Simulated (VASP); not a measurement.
## BeSe: single point with PBE

The system is BeSe.

```xyz
2
Lattice="0.0000 2.6834 2.6834 2.6834 0.0000 2.6834 2.6834 2.6834 0.0000" Properties=species:S:1:pos:R:3 pbc="T T T"
Be    0.0000    0.0000    0.0000
Se    1.3417    1.3417    1.3417
```

The cell comes from a database or a generator and needn't be the stable form of this composition.

* Program: VASP 6.6.1
* Task: single point
* Functional: PBE
* Potentials or basis: VASP PAW PBE potentials, release 64 (Be, Se)
* Cutoff: 520 eV
* k mesh: 6 × 6 × 6
* Occupations: gaussian, width 0.1 eV
* Spin: no spin polarisation

| Quantity | Value |
| --- | --- |
| Pressure | -6.4 GPa |
| Band gap on the k mesh | 2.86 eV, indirect (least direct gap 3.48 eV) |

Levels at points of the mesh, in eV from the valence-band top:
| k point | band 1 | band 2 | band 3 | band 4 | band 5 | band 6 | band 7 | band 8 |
| --- | --- | --- | --- | --- | --- | --- | --- | --- |
| (0.00, 0.00, 0.00) | -13.05 | 0.00 | 0.00 | 0.00 | 3.48 | 5.00 | 5.00 | 5.00 |
| (0.50, 0.00, 0.00) | -12.00 | -4.94 | -0.90 | -0.90 | 3.89 | 5.92 | 5.92 | 9.60 |
| (0.50, 0.50, 0.00) | -11.64 | -4.46 | -2.24 | -2.24 | 2.86 | 4.23 | 10.70 | 10.70 |

Wall time 5.1 s on 1 thread of Intel(R) Xeon(R) Platinum 8488C (Sapphire Rapids) (shared host), peak memory 0.15 GiB.

A k mesh can miss the band edges. A hybrid or GW would open this gap; PBE tends to underestimate it.
